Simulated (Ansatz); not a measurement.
This LiCl structure is the end of a relaxation. The cell was found from a structure generator's guess, not taken from experiment.

All numbers below come from DFT PBE, scalar-relativistic, plane waves, PAW in Ansatz. Cutoff 420 eV, Γ-centred mesh, Gaussian smearing, no spin polarisation.

```yaml
crystal:
  lattice:
    - [6.78801, 0.00000, 0.00000]
    - [0.00000, 6.78801, 0.00000]
    - [0.00000, 0.00000, 3.60189]
  atoms:
    - { symbol: Li, position: [0.66211, 0.66211, 0.50000] }
    - { symbol: Li, position: [0.16211, 0.83789, 0.25000] }
    - { symbol: Li, position: [0.33789, 0.33789, 0.00000] }
    - { symbol: Li, position: [0.83789, 0.16211, 0.75000] }
    - { symbol: Cl, position: [0.82935, 0.82935, 0.00000] }
    - { symbol: Cl, position: [0.32935, 0.67065, 0.75000] }
    - { symbol: Cl, position: [0.17065, 0.17065, 0.50000] }
    - { symbol: Cl, position: [0.67065, 0.32935, 0.25000] }
```

The zero of energy is the elements' standard structures at the same level (Cl₂ as a molecule); no fitted shifts are applied.

Task: Find its symmetry and describe it.

Result: P4_12_12 (No. 92). Conventional cell: a = 6.788 Å, c = 3.602 Å. Around Li lie 4 Cl at 2.41–2.43 Å; Cl has 4 Li at 2.41–2.43 Å.

Task: What is its formation energy per atom?

Result: −1.821 eV/atom. It lies below the elements, which doesn't yet make it stable against other compounds or structures.

Task: Is it a metal?

Result: No, the gap on the 4×4×6 mesh is 5.67 eV.

Task: From what recipe could a structure generator have reached it?

Result: One such recipe: 4-connected net, two elements alternating (P4_12_12, No. 92). Other recipes can lead to the same cell.

The last run used a 4×4×6 mesh (in the run's order of axes) for its 8-atom cell and Gaussian smearing of 0.02 eV. Kohn–Sham gaps at this level usually fall short of measured ones. Symmetry constrained the relaxation, so the result can be a saddle point.
